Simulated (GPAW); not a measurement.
# PtS2 (P-3m1) in GPAW: convergence with smearing function

Aim: find how far smearing function must go before the results for PtS2 settle, at PBE. This setting moves, with any that are tied to it; all else stays.

Everything below comes from runs of GPAW 26.7.0. Logs are shortened: lines on timing, memory, paths and dates and some standing lists are left out, and cuts for length are marked. The log counts tension as positive stress, the text compression.

### 1 Starting point

Symmetry: P-3m1, No. 164, trigonal system. Conventional cell: a = 3.543 Å, b = 3.543 Å, c = 5.039 Å, α = 90.00°, β = 90.00°, γ = 120.00°. Around Pt (site symmetry -3m) lie 6 S at 2.34 Å. Around S (site symmetry 3m) lie 3 Pt at 2.34 Å.

### 2 With smearing function fermi-dirac

run.py reads:

```python
from ase.dft.bandgap import bandgap
from ase.io import read, write
from ase.units import GPa
from gpaw import GPAW, PW

atoms = read('PtS2.xyz')

calc = GPAW(mode=PW(600),
            xc='PBE',
            kpts={'size': (7, 7, 4), 'gamma': True},
            occupations={'name': 'fermi-dirac', 'width': 0.1},
            nbands=26,
            convergence={'density': 1e-05, 'energy': 1e-05},
            maxiter=100,
            txt='gpaw.txt')
atoms.calc = calc
energy = atoms.get_potential_energy()
forces = atoms.get_forces()
stress = atoms.get_stress()
calc.write('gs.gpw')
write('result.traj', atoms)
print(f'Energy: {energy:.6f} eV')
print('Forces (eV/A):')
print(forces.round(4))
print('Stress (GPa):', (stress / GPa).round(3))
print('Fermi level:', round(calc.get_fermi_level(), 4), 'eV')
print(f'Gap: {bandgap(calc)[0]:.4f} eV, direct: {bandgap(calc, direct=True)[0]:.4f} eV')
```

PtS2.xyz reads:

```xyz
3
Lattice="3.5432000000 0.0000000000 0.0000000000 -1.7716000000 3.0685012107 0.0000000000 0.0000000000 0.0000000000 5.0388000000" Properties=species:S:1:pos:R:3 pbc="T T T"
Pt     0.0000000000      0.0000000000      0.0000000000
S      1.7716000002      1.0228337368      3.8949924000
S     -0.0000000002      2.0456674739      1.1438076000
```

Potentials or basis: GPAW PAW data sets (gpaw-data 1.2.1), pw.

Launch:

```
OMP_NUM_THREADS=1 python run.py
```

Wall time 23 s (1 thread of Arm Neoverse V2, shared host); peak memory 0.17 GiB.

It converged, with:

- Free energy: -15.4956 eV
- Pressure: 11.8 GPa
- Largest force: 1.293 eV/Å
- Band gap on the k mesh: 0.81 eV, indirect (least direct gap 0.98 eV)

### 3 With smearing function gaussian

Changes to run.py since step 2:

```diff
@@ -10,3 +10,3 @@
             kpts={'size': (7, 7, 4), 'gamma': True},
-            occupations={'name': 'fermi-dirac', 'width': 0.1},
+            occupations={'name': 'methfessel-paxton', 'order': 0, 'width': 0.1},
             nbands=26,
```

PtS2.xyz is that of step 2.

Potentials or basis: GPAW PAW data sets (gpaw-data 1.2.1), pw.

Launch:

```
OMP_NUM_THREADS=1 python run.py
```

It took 22 s on 1 thread of Arm Neoverse V2, shared host; peak memory 0.17 GiB.

The run converged. Its results:

```yaml
Free_energy: -15.4951 eV
Pressure: 11.8 GPa
Largest_force: 1.291 eV/Å
Band_gap_on_the_k_mesh: 0.81 eV, indirect (least direct gap 0.98 eV)
```

### 4 With smearing function marzari-vanderbilt

Changes to run.py since step 3:

```diff
@@ -10,3 +10,3 @@
             kpts={'size': (7, 7, 4), 'gamma': True},
-            occupations={'name': 'methfessel-paxton', 'order': 0, 'width': 0.1},
+            occupations={'name': 'marzari-vanderbilt', 'width': 0.1},
             nbands=26,
```

PtS2.xyz is that of step 3.

Launch:

```
OMP_NUM_THREADS=1 python run.py
```

Wall time 22 s (1 thread of Arm Neoverse V2, shared host); peak memory 0.17 GiB.

The run converged. Its results:

```yaml
Free_energy: -15.4939 eV
Pressure: 11.8 GPa
Largest_force: 1.293 eV/Å
Band_gap_on_the_k_mesh: 0.81 eV, indirect (least direct gap 0.98 eV)
```

### 5 With smearing function methfessel-paxton

Changes to run.py since step 4:

```diff
@@ -10,3 +10,3 @@
             kpts={'size': (7, 7, 4), 'gamma': True},
-            occupations={'name': 'marzari-vanderbilt', 'width': 0.1},
+            occupations={'name': 'methfessel-paxton', 'width': 0.1},
             nbands=26,
```

PtS2.xyz is that of step 4.

Launch:

```
OMP_NUM_THREADS=1 python run.py
```

Run time: 22 s. Hardware: 1 thread of Arm Neoverse V2, shared host; peak memory 0.17 GiB.

The run converged. Its results:

- Free energy: -15.4951 eV
- Pressure: 11.8 GPa
- Largest force: 1.291 eV/Å
- Band gap on the k mesh: 0.81 eV, indirect (least direct gap 0.98 eV)

### 6 With smearing function tetrahedron-method

Changes to run.py since step 5:

```diff
@@ -10,3 +10,3 @@
             kpts={'size': (7, 7, 4), 'gamma': True},
-            occupations={'name': 'methfessel-paxton', 'width': 0.1},
+            occupations={'name': 'tetrahedron-method'},
             nbands=26,
```

PtS2.xyz is that of step 5.

Potentials or basis: GPAW PAW data sets (gpaw-data 1.2.1), pw.

Launch:

```
OMP_NUM_THREADS=1 python run.py
```

It took 22 s on 1 thread of Arm Neoverse V2, shared host; peak memory 0.17 GiB.

Results (log left out):

```yaml
Free_energy: -15.4951 eV
Pressure: 11.8 GPa
Largest_force: 1.291 eV/Å
Band_gap_on_the_k_mesh: 0.81 eV, indirect (least direct gap 0.98 eV)
```

### 7 With smearing function improved-tetrahedron-method

Changes to run.py since step 6:

```diff
@@ -10,3 +10,3 @@
             kpts={'size': (7, 7, 4), 'gamma': True},
-            occupations={'name': 'tetrahedron-method'},
+            occupations={'name': 'improved-tetrahedron-method'},
             nbands=26,
```

PtS2.xyz is that of step 6.

Launch:

```
OMP_NUM_THREADS=1 python run.py
```

Run time: 22 s. Hardware: 1 thread of Arm Neoverse V2, shared host; peak memory 0.17 GiB.

Results (log left out):

| Item | Value |
| --- | --- |
| Free energy | -15.4951 eV |
| Pressure | 11.8 GPa |
| Largest force | 1.291 eV/Å |
| Band gap on the k mesh | 0.81 eV, indirect (least direct gap 0.98 eV) |

### 8 With smearing function fixed

Changes to run.py since step 7:

```diff
@@ -10,3 +10,3 @@
             kpts={'size': (7, 7, 4), 'gamma': True},
-            occupations={'name': 'improved-tetrahedron-method'},
+            occupations={'width': 0.0},
             nbands=26,
```

PtS2.xyz is that of step 7.

Potentials or basis: GPAW PAW data sets (gpaw-data 1.2.1), pw.

Launch:

```
OMP_NUM_THREADS=1 python run.py
```

gpaw.txt:

```text
__  _  _
 | _ |_)|_||  |
 |__||  | ||/\| - 26.7.0

Input parameters:
  mode=PW(ecut=600.0),
  convergence={'density': 1e-05, 'energy': 1e-05},
  kpts=MonkhorstPack(size=(7, 7, 4), gamma=True),
  maxiter=100,
  nbands=26,
  occupations=Occupations(width=0.0),
  xc=XC(name='PBE')

Diagonalizing LCAO Hamiltonian
Converting LCAO to pw mode

            S

         S

       Pt

Atoms  # Å, Bohr magnetons
|   | symbol |         x |        y |        z |    initial magnetic moments |
|---|--------|-----------|----------|----------|-----------------------------|
| 0 |     Pt |  0.000000 | 0.000000 | 0.000000 | ( 0.0000,  0.0000,  0.0000) |
| 1 |      S |  1.771600 | 1.022834 | 3.894992 | ( 0.0000,  0.0000,  0.0000) |
| 2 |      S | -0.000000 | 2.045667 | 1.143808 | ( 0.0000,  0.0000,  0.0000) |

Unit cell  # Å
| periodic |         x |        y |        z |  lengths |     angles |
|----------|-----------|----------|----------|----------|------------|
|      yes |  3.543200 | 0.000000 | 0.000000 | 3.543200 |  90.000000 |
|      yes | -1.771600 | 3.068501 | 0.000000 | 3.543200 |  90.000000 |
|      yes |  0.000000 | 0.000000 | 5.038800 | 5.038800 | 120.000000 |

Number of symmetries: 12
Symmetry operations  # r_c * U_cc + t_c -> r_c
|    | kind |            matrix            |
|----|------|------------------------------|
|  0 |  σ   |  1, 1, 0,  0,-1, 0,  0, 0, 1 |
|  1 |  S6  |  1, 1, 0, -1, 0, 0,  0, 0,-1 |
|  2 |  E   |  1, 0, 0,  0, 1, 0,  0, 0, 1 |
|  3 |  C2  |  1, 0, 0, -1,-1, 0,  0, 0,-1 |
|  4 |  C2  |  0, 1, 0,  1, 0, 0,  0, 0,-1 |
|  5 |  C3  |  0, 1, 0, -1,-1, 0,  0, 0, 1 |
|  6 |  S6  |  0,-1, 0,  1, 1, 0,  0, 0,-1 |
|  7 |  σ   |  0,-1, 0, -1, 0, 0,  0, 0, 1 |
|  8 |  σ   | -1, 0, 0,  1, 1, 0,  0, 0, 1 |
|  9 |  i   | -1, 0, 0,  0,-1, 0,  0, 0,-1 |
| 10 |  C3  | -1,-1, 0,  1, 0, 0,  0, 0, 1 |
| 11 |  C2  | -1,-1, 0,  0, 1, 0,  0, 0,-1 |

BZ-sampling:
  Number of BZ points: 196
  Number of IBZ points: 28

  Monkhorst-Pack size: [7, 7, 4]
  Monkhorst-Pack shift: [0.0, 0.0, 0.125]

K-points  # in reciprocal-cell coordinates
|     |                                coordinates |     weight |
|-----|--------------------------------------------|------------|
|   0 | (  0.00000000,   0.00000000,   0.00000000) | 0.00510204 |
|   1 | (  0.00000000,   0.00000000,   0.25000000) | 0.01020408 |
|   2 | (  0.00000000,   0.00000000,   0.50000000) | 0.00510204 |
|   3 | (  0.14285714,   0.00000000,  -0.25000000) | 0.03061224 |
|   4 | (  0.14285714,   0.00000000,   0.00000000) | 0.03061224 |
|   5 | (  0.14285714,   0.00000000,   0.25000000) | 0.03061224 |
|   6 | (  0.14285714,   0.00000000,   0.50000000) | 0.03061224 |
|   7 | (  0.28571429,  -0.14285714,   0.00000000) | 0.03061224 |
|   8 | (  0.28571429,  -0.14285714,   0.25000000) | 0.06122449 |
|   9 | (  0.28571429,  -0.14285714,   0.50000000) | 0.03061224 |
| ... |                                            |            |
|  27 | (  0.42857143,   0.42857143,   0.50000000) | 0.03061224 |

Plane wave coefficients: 1863
Cutoff: 600.0 eV

Spin-components: 1 (collinear spins)
Bands:           26
Projectors:      16
Spin-degeneracy: 2
Datatype:        complex128

Parallelization:
  kpt:    1
  domain: 1
  band:   1

Density:
  Valence electrons: 28.0
  Components: 1
  Grid points: [21 21 30]
  Charge: 0.0  # |e|

Potential:
  Grid points: [21 21 30]

species:
  Pt:
    name:    Platinum
    Z:       78.0
    valence: 16
    core:    62
    charge:  0.0  # [|e|]
    compensation charges:
      type: gauss
      rc: 0.41  # [Å]
      lmax: 2
    cutoffs:
      filter: 2.26  # [Å]
      core: 2.26  # [Å]
    projectors
    | kind |    occ | energy [eV] | rcut [Å] |
    |------|--------|-------------|----------|
    |   6s |  1.000 |      -5.628 |    1.307 |
    |   5p |  6.000 |     -56.051 |    1.371 |
    |   6p |  0.000 |      -0.845 |    1.371 |
    |   5d |  9.000 |      -6.153 |    1.307 |
    |    s |        |      21.583 |    1.307 |
    |    d |        |      21.058 |    1.307 |

    Using partial waves for Pt as LCAO basis

  S:
    name:    Sulfur
    Z:       16.0
    valence: 6
    core:    10
    charge:  0.0  # [|e|]
    compensation charges:
      type: gauss
      rc: 0.24  # [Å]
      lmax: 2
    cutoffs:
      filter: 1.77  # [Å]
      core: 1.66  # [Å]
    projectors
    | kind |    occ | energy [eV] | rcut [Å] |
    |------|--------|-------------|----------|
    |   3s |  2.000 |     -17.254 |    0.974 |
    |   3p |  4.000 |      -7.008 |    0.979 |
    |    s |        |       9.957 |    0.974 |
    |    p |        |      20.203 |    0.979 |
    |    d |        |       0.000 |    0.900 |

    Using partial waves for S as LCAO basis

Reference energy: -522090.602563  # eV

eigensolver:
  PPCG
  Converge bands: occupied
  niter=2

density mixing:
  MSR1-Mixer
  Pratt-step length: 0.05
  Maximum mixing coefficient: 0.75
  Old densities: 10
  SVD Regularization: 0.005
  Good broyden scale: 1.0
  Trust region scale: 1.0
  Backstep threshold: 4.0
  History deletion threshold: 6.0
  Fourier metric: weight=20.0, sigma=0.015

occupation numbers:
  # Zero width

poisson solver:
  ecut: 4800.0  # eV

xc functional:
  name: PBE with 2 nearest neighbor stencil

convergence criteria:
- Maximum integral of absolute [dens]ity change: 1e-05 electrons / valence electron
- Maximum [total energy] change in last 3 cyles: 1e-05 eV / valence electron
- Maximum integral of absolute [eigenst]ate change: 4e-08 eV^2 / valence electron
maximum number of iterations: 100

SCF iterations
|iter     | |      energy | eigst |  dens |
|---------|-|-------------|-------|-------|
|iter:   1| |  -17.023085 | +0.36 |       |
|iter:   2| |  -16.487481 | -1.67 | -1.05 |
|iter:   3| |  -15.531348 | -1.57 | -1.13 |
|iter:   4| |  -15.508876 | -3.24 | -1.61 |
|iter:   5| |  -15.495001 | -3.27 | -1.82 |
|iter:   6| |  -15.495050 | -4.70 | -2.77 |
|iter:   7| |  -15.495127c| -5.07 | -3.23 |
|iter:   8| |  -15.495130c| -6.66 | -4.03 |
|iter:   9| |  -15.495131c| -7.57c| -4.52 |
|iter:  10| |  -15.495131c| -7.86c| -5.09c|

Converged in 10 steps
Energy contributions relative to reference atoms: (reference = -522090.602563)

Energy contributions:
  Kinetic:          12.473967
  Coulomb:         -13.201741
  Zero:             -0.301924
  External:          0.000000
  Xc:              -14.465433
  Entropy:           0.000000
  Spinorbit:         0.000000
  ----------------------------
  Free energy:     -15.495131
  Extrapolated:    -15.495131

dipole moment: (-6.144606, -10.642770, -17.476541)  # |e|*Ang

Fermi level: 7.744
Eigenvalues  # (at kpt = [0.000, 0.000, 0.000])
| band index |      eig [eV] | occ [0-2] |
|------------|---------------|-----------|
|          0 |       -46.522 |     2.000 |
|        ... |               |           |
|          6 |         0.377 |     2.000 |
|          7 |         0.495 |     2.000 |
|          8 |         3.395 |     2.000 |
|          9 |         3.395 |     2.000 |
|         10 |         5.600 |     2.000 |
|         11 |         6.270 |     2.000 |
[... 8 lines left out ...]
|         20 |        19.346 |     0.000 |
|         21 |        19.922 |     0.000 |
|        ... |               |           |
|         25 |        21.131 |     0.000 |

Gap: 0.810 eV
Transition (v -> c):
  (s=0, k=4, n=13, [0.14, 0.00, 0.00]) -> (s=0, k=10, n=14, [0.29, 0.00, -0.25])
Direct/indirect transitions are different
Direct gap: 0.980 eV
Transition at: (s=0, k=10, n=13, [0.29, 0.00, -0.25])

Forces  # eV/Ang
|        x |        y |        z |
|----------|----------|----------|
|  0.00000 |  0.00000 |  0.00000 |  # Pt   0
| -0.00000 |  0.00000 | -1.29105 |  # S    1
|  0.00000 | -0.00000 |  1.29105 |  # S    2

Stress tensor  # eV/Ang^3
|         x |         y |         z |
|-----------|-----------|-----------|
| -0.076946 |  0.000000 |  0.000000 |
|  0.000000 | -0.076946 |  0.000000 |
|  0.000000 |  0.000000 | -0.066380 |

# Writing to gs.gpw (mode='')
```

Run time: 22 s. Hardware: 1 thread of Arm Neoverse V2, shared host; peak memory 0.17 GiB.

What came out:

```
Free energy            : -15.4951 eV
Pressure               : 11.8 GPa
Largest force          : 1.291 eV/Å
Band gap on the k mesh : 0.81 eV, indirect (least direct gap 0.98 eV)
```

### 9 The series at a glance

| smearing function | energy less the tightest run, at zero smearing (meV/atom) | SCF cycles | CPU time (s) | peak memory (GiB) |
| --- | --- | --- | --- | --- |
| fermi-dirac | 0.25 | 10 | 23 | 0.17 |
| gaussian | 0.00 | 10 | 22 | 0.17 |
| marzari-vanderbilt | 0.39 | 10 | 22 | 0.17 |
| methfessel-paxton | 0.00 | 10 | 22 | 0.17 |
| tetrahedron-method | 0.00 | 10 | 22 | 0.17 |
| improved-tetrahedron-method | 0.00 | 10 | 22 | 0.17 |
| fixed | 0.00 | 10 | 22 | 0.17 |

Against the tightest run, the energy stays within 1 meV/atom from fermi-dirac on. The tightest run that finished is the yardstick and may itself not be fully converged.

Caveats: spin-orbit coupling is left out, which moves the levels of the heavy elements; an odd mesh through Γ misses points on the zone boundary, where band edges often lie; forces of over 1 eV/Å show positions far from the minimum, so gaps and moduli don't describe the material at rest.
